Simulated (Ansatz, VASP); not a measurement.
**Si: VASP beside Ansatz**

File INCAR:

```
  PREC = Accurate
  ENCUT = 600
  EDIFF = 1E-6
  ISMEAR = -1
  SIGMA = 0.1
  LREAL = False
  LASPH = True
  NELM = 60
  ALGO = Normal
  ISIF = 3
  LWAVE = False
  LCHARG = False
  GGA = RE
  IBRION = 2
  NSW = 80
  EDIFFG = -0.01
```

File KPOINTS:

```
regular mesh
0
Gamma
  12 12 12
```

Contents of POSCAR:

```
Si
1.0
    2.5311671355      0.0000000000      0.0000000000
    0.0000000000      2.5311671355      0.0000000000
    0.0000000000      0.0000000000      2.5311671355
Si
1
Direct
    0.0000000000      0.0000000000      0.0000000000
```

Input for Ansatz:

```yaml
crystal:
  lattice:
    - [2.5311671355, 0.0, 0.0]
    - [0.0, 2.5311671355, 0.0]
    - [0.0, 0.0, 2.5311671355]
  atoms:
    - { symbol: Si, position: [0.0, 0.0, 0.0] }
hamiltonian:
  xc: revpbe
  pseudopotentials:
    kind: paw
    azcp:
      Si: "pseudopotentials/Si.paw.azcp"
basis:
  ecutwfc: 420
  fft_grid_basis: typed
kpoints:
  mp_grid: { grid: [12, 12, 12], shift: [0, 0, 0] }
magnetization:
  spin_polarized: false
scf:
  occupations: { method: fermi_dirac, width: 0.1 }
relax:
  max_steps: 60
  f_tol: 0.01
  cell: {}
```

The cell was built by a generator and needn't be a form met in nature.

Alike in both runs: task relaxation of cell and atoms; functional revPBE; k mesh 12 × 12 × 12; occupations fermi-dirac, width 0.1 eV; no spin polarisation.

|  | VASP | Ansatz |
| --- | --- | --- |
| version | VASP 6.6.1 | Ansatz 0.2.0 |
| potentials or method | VASP PAW PBE potentials, release 64 (Si) | plane waves (420 eV) with PAW, scalar-relativistic |
| plane-wave cutoff (eV) | 600 | 420 |
| valence electrons in the cell | 4 | 4 |

VASP gave:

```
relaxed volume (Å³/atom)                                     : 16.32
relaxed cell length with the largest relative difference (Å) : 2.537
```

Problem. What did Ansatz give for the same quantities?

Solution. Relaxed volume (Å³/atom): 16.36; relaxed cell length with the largest relative difference (Å): 2.539.

Caveats: the PAW data sets were made with another functional, which shifts forces and pressure a little (VASP).
